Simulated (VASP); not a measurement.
# Ba (P6/mmm) in VASP: a series of runs, part 2 of 2

VASP 6.6.1. Earlier steps stand in the parts before.

**4. Relaxation of cell and atoms, BLYP**

This run uses another cell than the first one, of 62.50 Å³/atom, 0.931 times its volume.

Contents of INCAR:

```
PREC = Accurate ; ENCUT = 600
EDIFF = 1E-7 ; ISMEAR = -1
SIGMA = 0.1 ; LREAL = False
LASPH = True ; NELM = 60
ALGO = Normal ; ISIF = 3
LWAVE = False ; LCHARG = False
GGA = B5 ; ALDAX = 1.0
AGGAX = 1.0 ; AGGAC = 1.0
ALDAC = 0.0 ; IBRION = 2
NSW = 80 ; EDIFFG = -0.01
```

Contents of KPOINTS:

```
regular mesh
0
Gamma
  5 5 7
```

Contents of POSCAR:

```
Ba
1.0
    7.0686539647      0.0000000000      0.0000000000
   -3.5343269823      6.1216339040      0.0000000000
    0.0000000000      0.0000000000      4.3330848804
Ba
3
Direct
    0.0000000000      0.0000000000      0.0000000000
    0.3333333333      0.6666666667      0.5000000000
    0.6666666667      0.3333333333      0.5000000000
```

Potentials or basis: VASP PAW PBE potentials, release 64 (Ba_sv).

The run is started by

```console
$ cat potpaw_PBE.64/Ba_sv/POTCAR > POTCAR
$ mpirun -np 1 vasp_std > vasp.out
```

OUTCAR:

```text
PREC = Accurate
   ENCUT = 600
   EDIFF = 1E-7
   ISMEAR = -1
   LREAL = False
   LASPH = True
   NELM = 60
   ISIF = 3
   GGA = B5
   IBRION = 2
   NSW = 80
   EDIFFG = -0.01

 ion  position               nearest neighbor table
   1  0.000  0.000  0.000-   2 4.62   3 4.62   2 4.62   3 4.62   2 4.62   2 4.62   3 4.62   3 4.62
                             3 4.62   3 4.62   2 4.62   2 4.62
   2  0.333  0.667  0.500-   3 4.08   3 4.08   3 4.08   1 4.62   1 4.62   1 4.62   1 4.62   1 4.62
                             1 4.62
   3  0.667  0.333  0.500-   2 4.08   2 4.08   2 4.08   1 4.62   1 4.62   1 4.62   1 4.62   1 4.62
                             1 4.62

  LATTYP: Found a hexagonal cell.
 ALAT       =     7.0686539647
 C/A-ratio  =     0.6130000000

  Lattice vectors:

 A1 = (   7.0686539647,   0.0000000000,   0.0000000000)
 A2 = (  -3.5343269823,   6.1216339040,   0.0000000000)
 A3 = (   0.0000000000,   0.0000000000,   4.3330848804)

Analysis of symmetry for initial positions (statically):
=====================================================================
 Subroutine PRICEL returns:
 Original cell was already a primitive cell.

 Routine SETGRP: Setting up the symmetry group for a
 hexagonal supercell.

 Subroutine GETGRP returns: Found 24 space group operations
 (whereof 24 operations were pure point group operations)
 out of a pool of 24 trial point group operations.

The static configuration has the point symmetry D_6h.

Analysis of symmetry for dynamics (positions and initial velocities):
=====================================================================
 Subroutine PRICEL returns:
 Original cell was already a primitive cell.

 Routine SETGRP: Setting up the symmetry group for a
 hexagonal supercell.

 Subroutine GETGRP returns: Found 24 space group operations
 (whereof 24 operations were pure point group operations)
 out of a pool of 24 trial point group operations.

The dynamic configuration has the point symmetry D_6h.

 Subroutine INISYM returns: Found 24 space group operations
[... 103 lines left out ...]
   TEBEG  =    0.0;   TEEND  =   0.0 temperature during run
   PSTRESS=    0.0 pullay stress
   NELECT =      30.0000    total number of electrons
   NUPDOWN=      -1.0000    fix difference up-down
   EMIN   =  10.00;   EMAX   =-10.00  energy-range for DOS
   EFERMI =   0.00;   METHOD = LEGACY
   ISMEAR =    -1;   SIGMA  =   0.10  broadening in eV -4-tet -1-fermi 0-gaus
   EFERMI_NEDOS =   21; number of points for ismear=-14 and -15
   IALGO  =     38    algorithm
   IMIX   =      4    mixing-type and parameters
     AMIX     =   0.40;   BMIX     =  1.00
     AMIX_MAG =   1.60;   BMIX_MAG =  1.00
  volume/ion in A,a.u.               =      62.50       421.77
  Fermi-wavevector in a.u.,A,eV,Ry     =   0.888754  1.679501 10.747016  0.789883
  Thomas-Fermi vector in A             =   2.010225
   LORBIT       =      0    0 simple, 1 ext, 2 COOP (PROOUT), +10 PAW based schemes
   GGA     = B5    functional components
   LHFCALC =     F    Hartree Fock is set to
   AEXX    =    0.0000 exact exchange contribution
   IVDW    =     0    specifies the selected vdW correction
   LEPSILON=     F    determine dielectric tensor
   LRPA    =     F    only Hartree local field effects (RPA)
 conjugate gradient relaxation of ions
 non-spin polarized calculation
  energy-cutoff  :      600.00
  volume of cell :      187.50
 maximum number of plane-waves:      6287
   NGX = 29   NGY = 29   NGZ = 17

--------------------------------------- Ionic step        1  -------------------------------------------

 number of electron      29.9999999 magnetization

 Free energy of the ion-electron system (eV)
  ---------------------------------------------------
  ext. energy  EPLUGINS =         0.00000000
  ---------------------------------------------------
  free energy    TOTEN  =        -3.63997218 eV

  energy without entropy =       -3.44422527  energy(sigma->0) =       -3.54209873

------------------------ aborting loop because EDIFF is reached ----------------------------------------

  FORCE on cell =-STRESS in cart. coord.  units (eV):
  Direction    XX          YY          ZZ          XY          YZ          ZX
  --------------------------------------------------------------------------------------
  -------------------------------------------------------------------------------------
  Total        1.0727430      1.0727430      0.3905929      0.0000000      0.0000000      0.0000000
  in kB        9.1665306      9.1665306      3.3375948      0.0000000      0.0000000      0.0000000
  external PRESSURE =       7.2235520 kB  Pullay stress =       0.0000000 kB
[... 172 lines left out ...]
--------------------------------------- Ionic step        6  -------------------------------------------

 number of electron      29.9999999 magnetization

 Free energy of the ion-electron system (eV)
  ---------------------------------------------------
  ext. energy  EPLUGINS =         0.00000000
  ---------------------------------------------------
  free energy    TOTEN  =        -3.68048474 eV

  energy without entropy =       -3.48464705  energy(sigma->0) =       -3.58256590

 E-fermi :   1.9037     XC(G=0):  -6.6995

 val. band max:        1.8790540711   @ k =   0.0000   0.0000   0.2857
 cond. band min:       1.9476013897   @ k =   0.2000   0.0000   0.4286
 fundamental gap:      0.0685473186
 Fermi energy:         1.9036634331

 k-point     1 :       0.0000    0.0000    0.0000
  band No.  band energies     occupation
      1     -27.2027      2.00000
      2     -27.1618      2.00000
      3     -27.1223      2.00000
      4     -12.5566      2.00000
      5     -12.5566      2.00000
      6     -12.4137      2.00000
[... 459 lines left out ...]
  FREE ENERGIE OF THE ION-ELECTRON SYSTEM (eV)
  ---------------------------------------------------
  free  energy   TOTEN  =        -3.6804847426 eV

  energy  without entropy=       -3.4846470485  energy(sigma->0) =       -3.58256590

 reached required accuracy - stopping structural energy minimisation
```

OSZICAR:

```text
N       E                     dE             d eps       ncg     rms          rms(c)
DAV:   1     0.255970721523E+03    0.25597E+03   -0.13055E+04   760   0.145E+03
[... 58 lines left out ...]
DAV:   1    -0.368144591690E+01   -0.10231E-02   -0.54494E-02   766   0.139E+00    0.128E-01
DAV:   2    -0.368075688398E+01    0.68903E-03   -0.11064E-03   914   0.190E-01    0.698E-02
DAV:   3    -0.368047745586E+01    0.27943E-03   -0.96663E-04   970   0.174E-01    0.127E-02
DAV:   4    -0.368048213121E+01   -0.46753E-05   -0.38909E-05  1155   0.257E-02    0.869E-03
DAV:   5    -0.368048394712E+01   -0.18159E-05   -0.21879E-06  1088   0.817E-03    0.385E-03
DAV:   6    -0.368048479668E+01   -0.84956E-06   -0.80414E-07  1006   0.554E-03    0.807E-04
DAV:   7    -0.368048474259E+01    0.54092E-07   -0.13208E-07   663   0.231E-03
   6 F= -.36804847E+01 E0= -.35825659E+01  d E =-.227003E-03
```

It took 6.2 min on 1 thread of Intel Xeon Platinum 8488C (Sapphire Rapids), shared host; peak memory 0.37 GiB.

Results:

```
Free energy                            : -3.6805 eV
Relaxed volume                         : 67.82 Å³/atom
Relaxed cell                           : a = 7.331 Å, b = 7.331 Å, c = 4.372 Å, α = 90.00°, β = 90.00°, γ = 120.00°
Space group after relaxing (to 0.05 Å) : P6/mmm (No. 191)
Energy gained by relaxing              : 13.5 meV/atom
Ionic steps                            : 6
Pressure after relaxing                : 0.0 GPa
Band gap on the k mesh                 : none (metal or under the smearing width)
```

The path:
```csv
step,energy change (eV),largest force (eV/Å),pressure (GPa),volume (Å³)
1,0.0000,0.0000,0.72,187.50
2,-0.0296,0.0000,0.34,195.24
3,-0.0403,0.0000,-0.04,204.38
4,-0.0403,0.0000,-0.02,203.90
5,-0.0405,0.0000,-0.01,203.69
6,-0.0405,0.0000,0.00,203.45
```

Final structure:
```yaml
crystal:
  lattice:
    - [7.33059, 0.00000, 0.00000]
    - [-3.66530, 6.34848, 0.00000]
    - [0.00000, 0.00000, 4.37176]
  atoms:
    - { symbol: Ba, position: [0.00000, 0.00000, 0.00000] }
    - { symbol: Ba, position: [0.33333, 0.66667, 0.50000] }
    - { symbol: Ba, position: [0.66667, 0.33333, 0.50000] }
```

Levels at points of the mesh, in eV from the Fermi level:
```csv
k point,band 13,band 14,band 15,band 16,band 17,band 18
"(0.00, 0.00, 0.00)",-2.65,-0.32,0.46,0.46,0.47,0.49
```

Caveat: the PAW data sets were made with another functional, which shifts forces and pressure a little.

**5. Single point, BLYP**

This run uses another cell than the first one, of 75.22 Å³/atom, 1.120 times its volume.

Contents of INCAR:

```
PREC = Accurate
ENCUT = 520
EDIFF = 1E-6
ISMEAR = -1
SIGMA = 0.1
LREAL = F
LASPH = T
NELM = 100
ALGO = Fast
ISIF = 2
LWAVE = F
LCHARG = T
GGA = B5
ALDAX = 1.0
AGGAX = 1.0
AGGAC = 1.0
ALDAC = 0.0
LELF = T
LVHAR = T
NBANDS = 22
```

Contents of KPOINTS:

```
Automatic mesh
0
Gamma
  6 6 8
```

Contents of POSCAR:

```
Ba
1.0
    7.5872978351      0.0000000000      0.0000000000
   -3.7936489175      6.5707926713      0.0000000000
    0.0000000000      0.0000000000      4.5261474883
Ba
3
Direct
    1.0000000000      1.0000000000      1.0000000000
    0.3333333333      0.6666666667      0.5000000000
    0.6666666667      0.3333333333      0.5000000000
```

The run is started by

```console
$ cat potpaw_PBE.64/Ba_sv/POTCAR > POTCAR
$ mpirun -np 1 vasp_std > vasp.out
```

It took 2.4 min on 1 thread of Intel Xeon Platinum 8488C (Sapphire Rapids), shared host; peak memory 0.38 GiB.

The run converged. Its results:

```
Free energy            : -3.6319 eV
Pressure               : -0.7 GPa
Band gap on the k mesh : none (metal or under the smearing width)
```

Levels at points of the mesh, in eV from the Fermi level:
```tsv
k point	band 12	band 13	band 14	band 15	band 16	band 17	band 18	band 19
(0.00, 0.00, 0.00)	-14.34	-2.59	-0.28	0.36	0.37	0.37	0.40	0.40
(0.50, 0.00, 0.00)	-14.35	-1.50	-1.46	-0.83	0.58	0.63	0.66	0.89
(0.00, 0.00, 0.50)	-14.38	-0.79	-0.26	-0.23	-0.23	-0.02	-0.02	1.30
(0.50, 0.00, 0.50)	-14.37	-0.59	-0.59	-0.09	0.21	0.39	0.48	0.75
```

Caveat: the PAW data sets were made with another functional, which shifts forces and pressure a little. The run has no spin-orbit coupling, so splittings on Ba are missing.

**6. Overview**

```tsv
task	cell	k mesh	cutoff (eV)	gap on the mesh (eV)	pressure (GPa)
single point	P6/mmm, 67.16 Å³/atom	7 × 7 × 10	520	none	0.1
single point	P6/mmm, 67.16 Å³/atom	5 × 5 × 7	520	none	0.1
relaxation of cell and atoms	relaxed	5 × 5 × 7	600	none	0.0
single point	P6/mmm, 75.22 Å³/atom	6 × 6 × 8	520	none	-0.7
```

Alike in all rows: level BLYP; potentials or basis VASP PAW PBE potentials, release 64 (Ba_sv); no spin polarisation; smearing fermi-dirac 0.1 eV.

Every run on the cell as given and a fine mesh finds a metal.

Caveats: the PAW data sets were made with another functional, which shifts forces and pressure a little.

Absolute energies hang on the potentials; compare differences alone.
